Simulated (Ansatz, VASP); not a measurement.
Two plane-wave programs on In

The input INCAR:

```
SYSTEM = In
  PREC = Accurate
  ENCUT = 520
  EDIFF = 1E-7
  ISMEAR = 1
  SIGMA = 0.025
  LREAL = .FALSE.
  LASPH = .TRUE.
  NELM = 60
  ALGO = Fast
  ISIF = 2
  LWAVE = .FALSE.
  LCHARG = .FALSE.
  GGA = PE
  ALDAC = 0.0
  AGGAC = 0.0
  NBANDS = 12
```

Contents of KPOINTS:

```
Automatic mesh
0
G
  10 10 10
  0 0 0
```

POSCAR

```
In
1.0
   -1.8825252400      1.8825252400      1.8825252400
    1.8825252400     -1.8825252400      1.8825252400
    1.8825252400      1.8825252400     -1.8825252400
In
1
Direct
    0.0000000000      0.0000000000      0.0000000000
```

input.yaml

```yaml
crystal:
  lattice:
    - [-1.88252524, 1.88252524, 1.88252524]
    - [1.88252524, -1.88252524, 1.88252524]
    - [1.88252524, 1.88252524, -1.88252524]
  atoms:
    - { symbol: In, position: [0.0, 0.0, 0.0] }
hamiltonian:
  xc: { exchange: pbe, correlation: none }
  pseudopotentials: { kind: paw }
kpoints:
  mp_grid: { grid: [10, 10, 10] }
scf:
  occupations: { method: cold, width: 0.025 }
  n_extra_bands: 6
output:
  forces: true
  stress: true
  eigenvalues: true
  dos: { projected: true, de: 0.05, nscf_kmesh: { grid: [15, 15, 15] } }
accuracy: medium
basis:
  ecutrho_ratio: 6
```

This isn't the form of In at room conditions, which is tetragonal.

Alike in both runs: functional PBE exchange alone; k mesh 10 × 10 × 10; no spin polarisation.

|  | VASP | Ansatz |
| --- | --- | --- |
| version | VASP 6.6.1 | Ansatz 0.2.0 |
| potentials or method | VASP PAW PBE potentials, release 64 (In_d) | Ansatz PAW |
| plane-wave cutoff (eV) | 520 | 420 |
| occupations | methfessel-paxton of order 1, width 0.025 eV | cold, width 0.025 eV |
| valence electrons in the cell | 13 | 13 |
| task | single point | projected density of states |

```csv
,VASP,Ansatz,Ansatz less VASP
gap on the k mesh at the Fermi level (eV),none,none,-
pressure (GPa),11.3,11.3,+0.01
```

A gap of «none» marks a metal or a gap that the smearing closes.

Caveats: the PAW data sets come from PBE, with cores solved anew for the run's functional, which leaves a small shift of forces and pressure (Ansatz); the density of states is complete only up to the lowest level of the last band computed (Ansatz).
